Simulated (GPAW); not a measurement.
Write an ASE script for GPAW 26.7.0 that does the following.

```yaml
Task: single point
Functional: PBE
Potentials_or_basis: GPAW PAW data sets (gpaw-data 1.2.1)
Cutoff: 450 eV
Basis: pw
k_mesh: 6 × 6 × 3
Occupations: fermi-dirac, width 0.05 eV
Spin: no spin polarisation
Maxiter: 120
Convergence: default
```

Crystal: CdSe (Cadmoselite).

```
Cd Se
1.0
     4.30000    0.00000    0.00000
    -2.15000    3.72391    0.00000
     0.00000    0.00000    7.02000
Cd Se
2 2
Direct
  0.66667 0.33333 0.50000
  0.33333 0.66667 0.00000
  0.66667 0.33333 0.88500
  0.33333 0.66667 0.38500
```

These files were run (other wordings do the same):

run.py

```python
from ase import Atoms
from ase.dft.bandgap import bandgap
from ase.io import write
from ase.units import GPa
from gpaw import GPAW, PW

atoms = Atoms(['Cd', 'Cd', 'Se', 'Se'],
              cell=[[4.3, 0.0, 0.0],
                    [-2.15, 3.7239092363, 0.0],
                    [0.0, 0.0, 7.02]],
              scaled_positions=[[0.6666666667, 0.3333333333, 0.5],
                                [0.3333333333, 0.6666666667, 0.0],
                                [0.6666666667, 0.3333333333, 0.885],
                                [0.3333333333, 0.6666666667, 0.385]],
              pbc=True)

calc = GPAW(mode=PW(450),
            xc='PBE',
            kpts={'size': (6, 6, 3), 'gamma': True},
            occupations={'name': 'fermi-dirac', 'width': 0.05},
            nbands=31,
            maxiter=120,
            txt='gpaw.txt')
atoms.calc = calc
energy = atoms.get_potential_energy()
forces = atoms.get_forces()
stress = atoms.get_stress()
calc.write('gs.gpw')
write('result.traj', atoms)
print(f'Energy: {energy:.6f} eV')
print('Forces (eV/A):')
print(forces.round(4))
print('Stress (GPa):', (stress / GPa).round(3))
print('Fermi level:', round(calc.get_fermi_level(), 4), 'eV')
print(f'Gap: {bandgap(calc)[0]:.4f} eV, direct: {bandgap(calc, direct=True)[0]:.4f} eV')
```

Potentials or basis: GPAW PAW data sets (gpaw-data 1.2.1), pw.

Command:

```console
$ OMP_NUM_THREADS=1 python run.py
```

Results of the run:

```json
{
  "Pressure": "2.0 GPa",
  "Largest force": "0.284 eV/Å",
  "Band gap on the k mesh": "0.70 eV, direct"
}
```

Caveat: the cutoff is short for stress and forces, so pressures can be off by a GPa or more.

Run time: 16 s on 1 thread of Intel(R) Xeon(R) 6975P-C (Granite Rapids), with other jobs on the host, peak memory 0.18 GiB.
